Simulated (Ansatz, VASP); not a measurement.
## Two plane-wave programs on Au

```xyz
1
Lattice="0.0000 2.0288 2.0288 2.0288 0.0000 2.0288 2.0288 2.0288 0.0000" Properties=species:S:1:pos:R:3 pbc="T T T"
Au    0.0000    0.0000    0.0000
```

Alike in both runs: task relaxation of cell and atoms; functional LDA; k mesh 18 × 18 × 18; occupations gaussian, width 0.1 eV; no spin polarisation.

```csv
,VASP,Ansatz
version,VASP 6.6.1,Ansatz 0.2.0
potentials or method,"VASP PAW LDA potentials, release 64 (Au)","scalar-relativistic, plane waves, PAW"
plane-wave cutoff (eV),600,420
valence electrons in the cell,11,19
```

```tsv
	VASP	Ansatz	Ansatz less VASP
gap on the k mesh at the Fermi level, each at its own relaxed structure (eV)	none	none	-
relaxed volume (Å³/atom)	16.64	16.59	-0.047
relaxed cell length with the largest relative difference (Å)	2.866	2.863	-0.0027
```

A gap of «none» marks a metal or a gap that the smearing closes. The two sets of potentials don't hold the same shells in valence.

The runs have no spin-orbit coupling, so splittings on Au are missing.
